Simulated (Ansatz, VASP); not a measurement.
# TiSi (CsCl type (invented)) in two plane-wave programs, part 2 of 2

One calculation is typed for both programs; each brings its own data sets. How far apart do they land? The cell is generated by rule, not measured, and may not be a known phase. Of the first pair: The two relaxations start from unlike cells of this crystal (the structure described is Ansatz's start), so only their ends are compared.

VASP 6.6.1 and Ansatz 0.2.0.

So far: The starting structure; Ansatz: relaxation of cell and atoms, PBE, pair 1; VASP: relaxation of cell and atoms, PBE, pair 1; Side by side.

## 5. Ansatz: relaxation of cell and atoms, PBE, pair 2

Level of this step: Ansatz beside VASP: Kohn-Sham DFT, plane waves, PBE (Ansatz).

The relaxed volume is the usual yardstick between codes: in a stiff, nearly cubic crystal its relative difference is about their pressure difference at one cell divided by the bulk modulus. Its start cell is another than that of the pair before, and may be another structure of the material.

The cell is taken from a series of runs on this material, whose earlier steps may have relaxed, scaled, displaced or heated it; both programs get it as it stands.

Input file input.yaml:

```yaml
crystal:
  lattice:
    - [3.11975755, 0.0, 0.0]
    - [0.0, 3.11975755, 0.0]
    - [0.0, 0.0, 3.11975755]
  atoms:
    - { symbol: Ti, position: [0.0, 0.0, 0.0] }
    - { symbol: Si, position: [0.5, 0.5, 0.5] }
kpoints:
  mp_grid: { grid: [14, 14, 14] }
hamiltonian:
  xc: pbe
scf:
  occupations: { method: gaussian, width: 0.1 }
output:
  forces: true
  stress: true
  eigenvalues: true
relax:
  adjacent_minimum: "off"
  f_tol: 0.005
  max_steps: 80
  cell: { stress_tol: 0.05 }
```

Run with:

```sh
$ ansatz run input.yaml --threads 2 --pin off --max-ram 5120MiB --backend cpu --events-out ev --progress --plain --runs-dir out
```

Numbers of over 12 decimals in the logs are rounded to 6 here.

Log:

```text
[...]
Crystal: 2 atoms, lattice volume = 30.364 Å³
Basis set: ecut = 420 eV, 619 PW (Γ), exchange–correlation on 48×48×48 points (8 copies of the dense FFT grid, shifted against one another)
Bands: 12, of which v1, the nominal top of the filled ones, is band 8 counted from 1 (7 counted from 0)
Symmetry: 48 space group operations
[...]
k-points: 120 of 2744
[...]
k-point 119: bands = [... 4 lower, 8.6170, 8.6170, 8.6170, 9.2896, 15.7771, 15.7771, 15.7771, 15.9955]
--- Relaxed structure (3 steps of the walk, 3 accepted, 1 SCFs on fresh bases) ---
[...]
cell:  # Å, volume = 30.1947 Å³
    - [3.113941, 0, 0]
    - [0, 3.113941, 0.0]
    - [0, 0, 3.113941]
  atoms:
    - { symbol: Ti, position: [0, 0, 0] }
    - { symbol: Si, position: [0.5, 0.5, 0.5] }
[key lines of the parts left out:]
SCF converged after 7 iterations
Free energy (F): -3136.028467 eV
Fermi energy:    12.850008 eV
P = ⅓ Tr σ = -0.0019 GPa (-0.019 kbar)
```

## 6. VASP: relaxation of cell and atoms, PBE, pair 2

The same cell, functional, mesh and smearing now go to VASP, with its own data sets.

Input file INCAR:

```
SYSTEM = TiSi
PREC = Accurate
ENCUT = 500
EDIFF = 1E-07
NELM = 120
ISMEAR = 0
SIGMA = 0.1
LREAL = .FALSE.
ALGO = Normal
GGA = PE
NBANDS = 14
LASPH = .TRUE.
LORBIT = 11
LWAVE = .FALSE.
LCHARG = .FALSE.
ISIF = 3
IBRION = 2
NSW = 80
EDIFFG = -0.005
GGA_COMPAT = .FALSE.
NELMIN = 4
```

Input file POSCAR:

```
TiSi
1.0
    3.1197580000      0.0000000000      0.0000000000
    0.0000000000      3.1197580000      0.0000000000
    0.0000000000      0.0000000000      3.1197580000
Ti Si
1 1
Direct
    0.0000000000      0.0000000000      0.0000000000
    0.5000000000      0.5000000000      0.5000000000
```

Input file KPOINTS:

```
Automatic mesh
0
Gamma
14 14 14
0 0 0
```

The projector-augmented-wave data sets are Ti_sv and Si (PBE family, release 64).

Run with:

```sh
$ mpirun -np 1 vasp_std
```

Log:

```text
[... set-up lines as in an earlier step ...]
 entering main loop
       N       E                     dE             d eps       ncg     rms          rms(c)
DAV:   1     0.103291250233E+03    0.10329E+03   -0.77017E+03  3360   0.120E+03
DAV:   2    -0.955395930606E+01   -0.11285E+03   -0.10856E+03  3474   0.312E+02
DAV:   3    -0.156026550027E+02   -0.60487E+01   -0.57373E+01  5230   0.681E+01
DAV:   4    -0.157696371120E+02   -0.16698E+00   -0.16660E+00  3784   0.102E+01
[...]
DAV:  13    -0.138068566219E+02   -0.11383E-06   -0.12243E-06  3850   0.141E-02    0.156E-03
DAV:  14    -0.138068564521E+02    0.16987E-06   -0.58576E-08  2516   0.293E-03    0.863E-04
DAV:  15    -0.138068563886E+02    0.63518E-07   -0.19580E-08  1932   0.200E-03
   1 F= -.13806856E+02 E0= -.13799242E+02  d E =-.138069E+02
[...]
N       E                     dE             d eps       ncg     rms          rms(c)
DAV:   1    -0.138299591958E+02   -0.23103E-01   -0.41061E-01  4014   0.866E+00    0.136E+00
[...]
2 F= -.13807105E+02 E0= -.13799655E+02  d E =-.248588E-03
 trial-energy change:   -0.000249  1 .order   -0.000237   -0.001473    0.000998
 step:   0.6026(harm=  0.5961)  dis= 0.00000  next Energy=   -13.807303 (dE=-0.446E-03)
[...]
N       E                     dE             d eps       ncg     rms          rms(c)
DAV:   1    -0.138109530211E+02   -0.38480E-02   -0.65277E-02  3996   0.347E+00    0.547E-01
DAV:   2    -0.138081565208E+02    0.27965E-02   -0.17355E-02  3802   0.182E+00    0.176E-01
DAV:   3    -0.138072468029E+02    0.90972E-03   -0.21546E-03  3914   0.592E-01    0.575E-02
DAV:   4    -0.138072421147E+02    0.46883E-05   -0.54833E-04  4482   0.186E-01    0.310E-02
DAV:   5    -0.138072922307E+02   -0.50116E-04   -0.69526E-05  4370   0.575E-02    0.104E-02
DAV:   6    -0.138073032385E+02   -0.11008E-04   -0.46863E-05  4916   0.273E-02    0.977E-03
DAV:   7    -0.138073030477E+02    0.19082E-06   -0.25140E-06  3494   0.163E-02    0.205E-03
DAV:   8    -0.138073033006E+02   -0.25294E-06   -0.91829E-08  3086   0.379E-03    0.426E-04
DAV:   9    -0.138073032785E+02    0.22135E-07   -0.12376E-08  1800   0.120E-03
   3 F= -.13807303E+02 E0= -.13799784E+02  d E =-.446890E-03
[...]
reached required accuracy - stopping structural energy minimisation
```

From OUTCAR (step 6):

```text
  Total        0.0006075      0.0006075      0.0006075      0.0000000     -0.0000000     -0.0000000
  in kB        0.0322576      0.0322576      0.0322576      0.0000000     -0.0000000     -0.0000000
  external PRESSURE =       0.0322576 kB  Pullay stress =       0.0000000 kB

 POSITION                                       TOTAL-FORCE (eV/Angst)
 -----------------------------------------------------------------------------------
      0.00000      0.00000      0.00000         0.000000      0.000000      0.000000
      1.55664      1.55664      1.55664        -0.000000     -0.000000      0.000000
 -----------------------------------------------------------------------------------
    total drift:                               -0.000000      0.000000      0.000000

  FREE ENERGIE OF THE ION-ELECTRON SYSTEM (eV)
  ---------------------------------------------------
  free  energy   TOTEN  =       -13.8073032785 eV

  energy  without entropy=      -13.7922656658  energy(sigma->0) =      -13.79978447

[... 1 part as in an earlier step ...]

[... 3 further parts left out ...]
[key lines of the parts left out:]
E-fermi :   9.7116
```

## 7. Differences

Both answers:

```
                                         quantity  Ansatz   VASP  difference
                                      volume (Å³)   30.19  30.18     +0.06 %
edge a after relaxation, in the typed setting (Å)   3.114  3.113     +0.02 %
```

## 8. Summary of results

```yaml
difference_in_volume_relaxation_of_cell_and_atoms_pbe_pair_1: 0.27 %
difference_in_volume_relaxation_of_cell_and_atoms_pbe_pair_2: 0.063 %
```

In words: The difference in volume is 0.27 % (relaxation of cell and atoms, PBE, pair 1), within the 1.2 % picked in this series as the mark of a large difference, as far as the stopping tolerances let one tell. How closely two codes agree says nothing of how well the functional describes the real material.

[Lines on the potential files, build, host, timing and source positions are cut from VASP's logs without a mark.]

[Logs are printed without paths, hosts, clocks, repeated set-up lines and the standing remarks that a program may print on its own settings, such as how far it seeks lower states.]

[Hosts, paths, dates, database ids (printed as entryN), source tags and the programs' standing remarks are cut or masked in the printed files.]
